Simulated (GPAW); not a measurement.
# Si (I4_1/amd) in GPAW: convergence with convergence criteria

Aim: find how far convergence criteria must go before the results for Si settle, at PBE. This setting moves, with any that are tied to it; all else stays.

All numbers are computed with GPAW 26.7.0; they aren't measurements. Logs are shortened: lines on timing, memory, paths and dates and some standing lists are left out, and cuts for length are marked. The log counts tension as positive stress, the text compression.

## 1. The crystal as given

Symmetry: I4_1/amd, No. 141, tetragonal system. The conventional cell has a = 4.743 Å, b = 4.743 Å, c = 2.659 Å, α = 90.00°, β = 90.00°, γ = 90.00°. Si (site symmetry -4m2) is surrounded by 6 Si at 2.46 to 2.66 Å.

This isn't the form of Si at room conditions, which is diamond.

## 2. With convergence criteria density=0.001 energy=0.01 eigenstates=0.0001

File run.py:

```python
from ase.dft.bandgap import bandgap
from ase.io import read, write
from ase.units import GPa
from gpaw import GPAW, PW

atoms = read('POSCAR')

calc = GPAW(mode=PW(600),
            xc='PBE',
            kpts={'size': (9, 9, 9), 'gamma': True},
            occupations={'name': 'fermi-dirac', 'width': 0.05},
            nbands=11,
            convergence={'density': 0.001, 'energy': 0.01, 'eigenstates': 0.0001},
            maxiter=100,
            txt='gpaw.txt')
atoms.calc = calc
energy = atoms.get_potential_energy()
forces = atoms.get_forces()
stress = atoms.get_stress()
calc.write('gs.gpw')
write('result.traj', atoms)
print(f'Energy: {energy:.6f} eV')
print('Forces (eV/A):')
print(forces.round(4))
print('Stress (GPa):', (stress / GPa).round(3))
print('Fermi level:', round(calc.get_fermi_level(), 4), 'eV')
print(f'Gap: {bandgap(calc)[0]:.4f} eV, direct: {bandgap(calc, direct=True)[0]:.4f} eV')
```

File POSCAR:

```
Si
1.0
   -2.3713723045      2.3713723045      1.3292653899
    2.3713723045     -2.3713723045      1.3292653899
    2.3713723045      2.3713723045     -1.3292653899
Si
2
Direct
    0.5000000000      0.5000000000      0.0000000000
    0.2500000000      0.7500000000      0.5000000000
```

Potentials or basis: GPAW PAW data sets (gpaw-data 1.2.1), pw.

On the command line:

```
$ OMP_NUM_THREADS=1 python run.py
```

gpaw.txt:

```text
__  _  _
 | _ |_)|_||  |
 |__||  | ||/\| - 26.7.0

Input parameters:
  mode=PW(ecut=600.0),
  convergence={'density': 0.001, 'energy': 0.01, 'eigenstates': 0.0001},
  kpts=MonkhorstPack(size=(9, 9, 9), gamma=True),
  maxiter=100,
  nbands=11,
  occupations=Occupations(name='fermi-dirac', width=0.05),
  xc=XC(name='PBE')

Diagonalizing LCAO Hamiltonian
Converting LCAO to pw mode

       Si    Si

Atoms  # Å, Bohr magnetons
|   | symbol |        x |        y |        z |    initial magnetic moments |
|---|--------|----------|----------|----------|-----------------------------|
| 0 |     Si | 0.000000 | 0.000000 | 1.329265 | ( 0.0000,  0.0000,  0.0000) |
| 1 |     Si | 2.371372 | 0.000000 | 0.664633 | ( 0.0000,  0.0000,  0.0000) |

Unit cell  # Å
| periodic |         x |         y |         z |  lengths |     angles |
|----------|-----------|-----------|-----------|----------|------------|
|      yes | -2.371372 |  2.371372 |  1.329265 | 3.607459 |  97.803451 |
|      yes |  2.371372 | -2.371372 |  1.329265 | 3.607459 |  97.803451 |
|      yes |  2.371372 |  2.371372 | -1.329265 | 3.607459 | 136.756567 |

Number of symmetries: 8
Symmetry operations  # r_c * U_cc + t_c -> r_c
|   | kind |            matrix            |
|---|------|------------------------------|
| 0 |  σ   |  1, 1, 1,  0, 0,-1,  0,-1, 0 |
| 1 |  E   |  1, 0, 0,  0, 1, 0,  0, 0, 1 |
| 2 |  C2  |  0, 1, 0,  1, 0, 0, -1,-1,-1 |
| 3 |  S4  |  0, 0, 1, -1,-1,-1,  0, 1, 0 |
| 4 |  σ   |  0, 0,-1,  1, 1, 1, -1, 0, 0 |
| 5 |  C2  |  0,-1, 0, -1, 0, 0,  0, 0,-1 |
| 6 |  C2  | -1, 0, 0,  0,-1, 0,  1, 1, 1 |
| 7 |  S4  | -1,-1,-1,  0, 0, 1,  1, 0, 0 |

BZ-sampling:
  Number of BZ points: 729
  Number of IBZ points: 75

  Monkhorst-Pack size: [9, 9, 9]
  Monkhorst-Pack shift: [0, 0, 0]

K-points  # in reciprocal-cell coordinates
|     |                                coordinates |     weight |
|-----|--------------------------------------------|------------|
|   0 | (  0.00000000,   0.00000000,   0.00000000) | 0.00137174 |
|   1 | (  0.11111111,  -0.11111111,   0.00000000) | 0.00548697 |
|   2 | (  0.11111111,  -0.11111111,   0.11111111) | 0.00548697 |
|   3 | (  0.11111111,   0.00000000,   0.00000000) | 0.01097394 |
[... 60 lines left out ...]
  PPCG
  Converge bands: occupied
  niter=2

density mixing:
  MSR1-Mixer
  Pratt-step length: 0.05
  Maximum mixing coefficient: 0.75
  Old densities: 10
  SVD Regularization: 0.005
  Good broyden scale: 1.0
  Trust region scale: 1.0
  Backstep threshold: 4.0
  History deletion threshold: 6.0
  Fourier metric: weight=20.0, sigma=0.015

occupation numbers:
  Fermi-Dirac:
    width: 0.0500  # eV

poisson solver:
  ecut: 4800.0  # eV

xc functional:
  name: PBE with 2 nearest neighbor stencil

convergence criteria:
- Maximum integral of absolute [dens]ity change: 0.001 electrons / valence electron
- Maximum [total energy] change in last 3 cyles: 0.01 eV / valence electron
- Maximum integral of absolute [eigenst]ate change: 0.0001 eV^2 / valence electron
maximum number of iterations: 100

SCF iterations
|iter     | |      energy | eigst |  dens |
|---------|-|-------------|-------|-------|
|iter:   1| |  -10.175753 | -0.12 |       |
|iter:   2| |  -10.180927 | -3.14 | -1.08 |
|iter:   3| |  -10.209599c| -3.17 | -1.11 |
|iter:   4| |  -10.213205c| -3.87 | -1.59 |
|iter:   5| |  -10.213198c| -4.79c| -2.73 |
|iter:   6| |  -10.213198c| -6.05c| -3.65c|

Converged in 6 steps
Energy contributions relative to reference atoms: (reference = -15772.688500)

Energy contributions:
  Kinetic:          12.309099
  Coulomb:          -9.067545
  Zero:             -0.039744
  External:          0.000000
  Xc:              -13.412268
  Entropy:          -0.005480
  Spinorbit:         0.000000
  ----------------------------
  Free energy:     -10.215938
  Extrapolated:    -10.213198

dipole moment: (-0.851418, -9.480286, 2.895699)  # |e|*Ang

Fermi level: 8.738
Eigenvalues  # (at kpt = [0.000, 0.000, 0.000])
| band index |      eig [eV] | occ [0-2] |
|------------|---------------|-----------|
|          0 |        -5.200 |     2.000 |
|          1 |         6.268 |     2.000 |
|          2 |         6.268 |     2.000 |
|          3 |         6.969 |     2.000 |
|          4 |        10.266 |     0.000 |
|          5 |        16.250 |     0.000 |
|          6 |        17.851 |     0.000 |
|          7 |        17.871 |     0.000 |
|          8 |        17.871 |     0.000 |
|          9 |        18.986 |     0.000 |
|         10 |        19.438 |     0.000 |

No gap
No difference between direct/indirect transitions

Forces  # eV/Ang
|       x |       y |       z |
|---------|---------|---------|
| 0.00000 | 0.00000 | 0.00000 |  # Si   0
| 0.00000 | 0.00000 | 0.00000 |  # Si   1

Stress tensor  # eV/Ang^3
|         x |         y |         z |
|-----------|-----------|-----------|
| -0.025201 |  0.000000 | -0.000000 |
|  0.000000 | -0.025201 | -0.000000 |
| -0.000000 | -0.000000 | -0.020053 |

# Writing to gs.gpw (mode='')
```

stdout:

```text
Energy: -10.213198 eV
Forces (eV/A):
[[0. 0. 0.]
 [0. 0. 0.]]
Stress (GPa): [-4.038 -4.038 -3.213 -0.    -0.     0.   ]
Fermi level: 8.738 eV
Gap: 0.0000 eV, direct: 0.0000 eV
```

Run time: 12 s. Hardware: 1 thread of Arm Neoverse V1, shared host; peak memory 0.17 GiB.

Results:

- Free energy: -10.2159 eV
- Pressure: 3.8 GPa
- Band gap on the k mesh: none (metal or under the smearing width)

## 3. With convergence criteria default

Edit run.py of step 2 so:

```diff
@@ -12,3 +12,2 @@
             nbands=11,
-            convergence={'density': 0.001, 'energy': 0.01, 'eigenstates': 0.0001},
             maxiter=100,
```

POSCAR is that of step 2.

Potentials or basis: GPAW PAW data sets (gpaw-data 1.2.1), pw.

On the command line:

```
$ OMP_NUM_THREADS=1 python run.py
```

Run time: 16 s. Hardware: 1 thread of Arm Neoverse V1, shared host; peak memory 0.17 GiB.

It converged, with:

| Quantity | Value |
| --- | --- |
| Free energy | -10.2159 eV |
| Pressure | 3.8 GPa |
| Band gap on the k mesh | none (metal or under the smearing width) |

## 4. With convergence criteria density=1e-05 energy=1e-05

Edit run.py of step 3 so:

```diff
@@ -12,2 +12,3 @@
             nbands=11,
+            convergence={'density': 1e-05, 'energy': 1e-05},
             maxiter=100,
```

POSCAR is that of step 3.

On the command line:

```
$ OMP_NUM_THREADS=1 python run.py
```

It took 17 s on 1 thread of Arm Neoverse V1, shared host; peak memory 0.17 GiB.

Results (log left out):

```
Free energy            : -10.2159 eV
Pressure               : 3.8 GPa
Band gap on the k mesh : none (metal or under the smearing width)
```

## 5. With convergence criteria density=1e-05 forces=0.0001

Edit run.py of step 4 so:

```diff
@@ -12,3 +12,3 @@
             nbands=11,
-            convergence={'density': 1e-05, 'energy': 1e-05},
+            convergence={'density': 1e-05, 'forces': 0.0001},
             maxiter=100,
```

POSCAR is that of step 4.

On the command line:

```
$ OMP_NUM_THREADS=1 python run.py
```

Run time: 18 s. Hardware: 1 thread of Arm Neoverse V1, shared host; peak memory 0.17 GiB.

It converged, with:

```
Free energy            : -10.2159 eV
Pressure               : 3.8 GPa
Band gap on the k mesh : none (metal or under the smearing width)
```

## 6. With convergence criteria density=1e-06 energy=1e-06 eigenstates=1e-10

Edit run.py of step 5 so:

```diff
@@ -12,3 +12,3 @@
             nbands=11,
-            convergence={'density': 1e-05, 'forces': 0.0001},
+            convergence={'density': 1e-06, 'energy': 1e-06, 'eigenstates': 1e-10},
             maxiter=100,
```

POSCAR is that of step 5.

Potentials or basis: GPAW PAW data sets (gpaw-data 1.2.1), pw.

On the command line:

```
$ OMP_NUM_THREADS=1 python run.py
```

Run time: 20 s. Hardware: 1 thread of Arm Neoverse V1, shared host; peak memory 0.17 GiB.

It converged, with:

- Free energy: -10.2159 eV
- Pressure: 3.8 GPa
- Band gap on the k mesh: none (metal or under the smearing width)

## 7. The series at a glance

| convergence criteria | energy less the tightest run, at zero smearing (meV/atom) | SCF cycles | CPU time (s) | peak memory (GiB) |
| --- | --- | --- | --- | --- |
| density=0.001 energy=0.01 eigenstates=0.0001 | 0.00 | 6 | 12 | 0.17 |
| default | 0.00 | 7 | 16 | 0.17 |
| density=1e-05 energy=1e-05 | 0.00 | 8 | 17 | 0.17 |
| density=1e-05 forces=0.0001 | 0.00 | 9 | 18 | 0.17 |
| density=1e-06 energy=1e-06 eigenstates=1e-10 | 0.00 | 10 | 20 | 0.17 |

Against the tightest run, the energy stays within 1 meV/atom from density=0.001 energy=0.01 eigenstates=0.0001 on. The tightest run that finished is the yardstick and may itself not be fully converged.
